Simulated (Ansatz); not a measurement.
Nb:

```
Nb
1.0
     0.00000    2.27831    2.27831
     2.27831    0.00000    2.27831
     2.27831    2.27831    0.00000
Nb
1
Direct
  0.00000 0.00000 0.00000
```

This isn't the form of Nb at room conditions, which is bcc.

The cell isn't the ideal one: volume scaled by 1.25.

```yaml
Program: Ansatz 0.2.0
Task: relaxation of cell and atoms
Functional: PBE
Potentials_or_basis: SSSP efficiency PAW
Cutoff: 544 eV
Density_cutoff: 5442 eV
k_mesh: 11 × 11 × 11
Occupations: cold, width 0.1 eV
Spin: collinear spin, ferromagnetic start
Starting_moments: "[0.5] μB"
```

At the start: volume 23.65 Å³/atom.

Problem. Where does the relaxation end?

Solution. It ends after 8 steps and the volume is 18.73 Å³/atom (-20.8 %); space group Fm-3m (No. 225, to 0.05 Å); moment 0.00 μB per cell.

Step by step:
```csv
step,energy change (eV),largest force (eV/Å),volume (Å³)
1,0.0000,0.0000,23.65
2,-0.3973,0.0000,20.36
3,-0.4553,0.0000,18.05
4,-0.4658,0.0000,18.82
5,-0.4663,0.0000,18.74
6,-0.4509,0.0000,18.74
7,-0.4509,0.0000,18.73
8,-0.4509,0.0000,18.73
```

Final structure:
```
Nb
1.0
     0.00000    2.10776    2.10776
     2.10776    0.00000    2.10776
     2.10776    2.10776    0.00000
Nb
1
Direct
  0.00000 0.00000 0.00000
```

Caveat: the plane-wave basis is chosen anew once the cell has moved, so the energies of steps on either side of that aren't comparable; the pressure holds a Pulay correction of +0.6 GPa for the finite cutoff; the starting moments weren't kept.
